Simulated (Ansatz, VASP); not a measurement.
AlN in VASP and in Ansatz

```
Al N
1.0
     0.00000    1.95037    1.95037
     1.95037    0.00000    1.95037
     1.95037    1.95037    0.00000
Al N
1 1
Cartesian
  1.9504 1.9504 1.9504
  0.0000 0.0000 0.0000
```

Alike in both runs: task single point; functional PBE; k mesh 10 × 10 × 10; occupations gaussian, width 0.05 eV; no spin polarisation.

|  | VASP | Ansatz |
| --- | --- | --- |
| version | VASP 6.6.1 | Ansatz 0.2.0 |
| potentials or method | VASP PAW PBE potentials, release 64 (Al, N) | scalar-relativistic, plane waves, PAW |
| plane-wave cutoff (eV) | 520 | 420 |
| valence electrons in the cell | 8 | 8 |

|  | VASP | Ansatz | Ansatz less VASP |
| --- | --- | --- | --- |
| gap on the k mesh at the Fermi level (eV) | 5.10 | 5.09 | -0.012 |
| least direct gap on the mesh (eV) | 7.32 | 7.30 | -0.023 |

With one functional, cell and mesh, what is left measures potentials, basis and numerics.

 A k mesh can miss the band edges.
